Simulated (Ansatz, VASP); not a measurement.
# ZnO in VASP and in Ansatz

```xyz
4
Lattice="3.2101 0.0000 0.0000 -1.6050 2.7800 0.0000 0.0000 0.0000 5.1762" Properties=species:S:1:pos:R:3 pbc="T T T"
Zn    0.0000    1.8533    0.0075
Zn    1.6050    0.9267    2.5956
O     0.0000    1.8533    1.9703
O     1.6050    0.9267    4.5584
```

Alike in both runs: functional PBEsol; k mesh 8 × 8 × 6; occupations gaussian, width 0.05 eV; no spin polarisation.

Ansatz relaxed the structure, and its values are those at the end. VASP's run is a single point on that final structure, the one shown.

|  | VASP | Ansatz |
| --- | --- | --- |
| version | VASP 6.6.1 | Ansatz 0.2.0 |
| potentials or method | VASP PAW PBE potentials, release 64 (Zn, O) | scalar-relativistic, plane waves, PAW |
| plane-wave cutoff (eV) | 520 | 420 |
| valence electrons in the cell | 36 | 36 |

```tsv
	VASP	Ansatz	Ansatz less VASP
gap on the k mesh at the Fermi level (eV)	0.72	0.73	+0.013
least direct gap on the mesh (eV)	0.72	0.73	+0.013
pressure (GPa)	4.0	3.0	-1.02
```

The functional is the same, so the differences come from potentials, cutoffs and numerics.

Caveats: the PAW data sets were made with another functional, which shifts forces and pressure a little (VASP). Expect the measured gap to be larger: semilocal functionals such as PBEsol lack the derivative discontinuity.
